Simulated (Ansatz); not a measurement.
## Si

```xyz
2
Lattice="0.0000 2.7155 2.7155 2.7155 0.0000 2.7155 2.7155 2.7155 0.0000" Properties=species:S:1:pos:R:3 pbc="T T T"
Si    2.7155    2.7155    2.7155
Si    4.0732    4.0732    4.0732
```

Atoms are numbered in the order listed.

Structure: COD 9011998, as refined from experiment and not relaxed.

Computed with DFT, PBE, all-electron LAPW, scalar-relativistic in Ansatz 0.2.0.

Sampling and basis: a Γ-centred 11×11×11 k mesh, Fermi–Dirac smearing of 0.08 eV, basis error target 0.25 meV/atom, no spin polarisation.

| Item | Value |
| --- | --- |
| Pressure at this cell | 1.97 GPa |
| Band gap | 0.58 eV, indirect from Γ to the line Γ–X (0.5, 0, 0.5) |
| Smallest direct gap on the path | 2.56 eV |
| Volume per atom | 135.1 bohr³ |
